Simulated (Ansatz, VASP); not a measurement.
# Zn: VASP beside Ansatz

```xyz
1
Lattice="0.0000 1.9109 1.9109 1.9109 0.0000 1.9109 1.9109 1.9109 0.0000" Properties=species:S:1:pos:R:3 pbc="T T T"
Zn    0.0000    0.0000    0.0000
```

This isn't the form of Zn at room conditions, which is hcp.

Alike in both runs: task single point; functional r2SCAN; k mesh 10 × 10 × 10; no spin polarisation.

```csv
,VASP,Ansatz
version,VASP 6.6.1,Ansatz 0.2.0
potentials or method,"VASP PAW PBE potentials, release 64 (Zn)","plane waves, PAW"
plane-wave cutoff (eV),520,517
occupations,"methfessel-paxton of order 1, width 0.1 eV","cold, width 0.1 eV"
valence electrons in the cell,12,12
```

Ansatz gave:

- pressure (GPa): 1.6

**Question.** Which values does VASP return?

**Answer.** Pressure (GPa): 2.3.

Caveats: the PAW data sets were made with another functional, which shifts forces and pressure a little (VASP).
